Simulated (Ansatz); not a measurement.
Crystal: BaTiO3 (Barioperovskite).

```xyz
5
Lattice="3.9855 0.0000 0.0000 0.0000 2.8369 2.8451 0.0000 -2.8369 2.8451" Properties=species:S:1:pos:R:3 pbc="T T T"
Ba    0.0000    0.0000    0.0000
Ti    1.9928    0.0000    2.9157
O     1.9928    1.3804    4.2594
O     1.9928   -1.3804    4.2594
O     0.0000    0.0000    2.7735
```

```yaml
Program: Ansatz 0.2.0
Task: relaxation of cell and atoms
Functional: PBEsol
Dispersion: D3(BJ)-ATM
Potentials_or_basis: Ansatz PAW
Cutoff: "420 eV (not typed: the program's choice for these potentials)"
k_mesh: 7 × 7 × 7
Occupations: fermi-dirac, width 0.05 eV
Spin: no spin polarisation
```

At the start: volume 12.87 Å³/atom.

Question: Where does the relaxation end?

Answer: It ends after 11 steps and the volume is 12.39 Å³/atom (-3.7 %); space group Amm2 (No. 38, to 0.05 Å).

Step by step:
```
step  energy change (eV)  largest force (eV/Å)  volume (Å³)
   1              0.0000                0.2869        64.34
   2             -0.0676                0.3735        61.61
   3             -0.0753                0.1672        61.61
   4             -0.0784                0.0647        61.88
   5             -0.0785                0.0609        61.92
   6             -0.0789                0.0166        62.06
   7             -0.0791                0.0063        62.03
   8             -0.0791                0.0018        62.03
   9             -0.0721                0.0019        62.03
  10             -0.0725                0.0018        61.93
  11             -0.0722                0.0019        61.93
```

Final structure:
```
CELL_PARAMETERS angstrom
3.93673 0.00000 0.00000
0.00000 2.80206 2.80728
0.00000 -2.80206 2.80728
ATOMIC_POSITIONS crystal
Ba 0.00000 0.00469 0.00469
Ti 0.50000 0.51498 0.51498
O 0.50000 0.98919 0.49454
O 0.50000 0.49454 0.98919
O 0.00000 0.49350 0.49350
```

Caveat: the plane-wave basis is chosen anew once the cell has moved, so the energies of steps on either side of that aren't comparable; the pressure holds a Pulay correction of +0.6 GPa for the finite cutoff; the PAW data sets come from PBE, with cores solved anew for the run's functional, which leaves a small shift of forces and pressure.
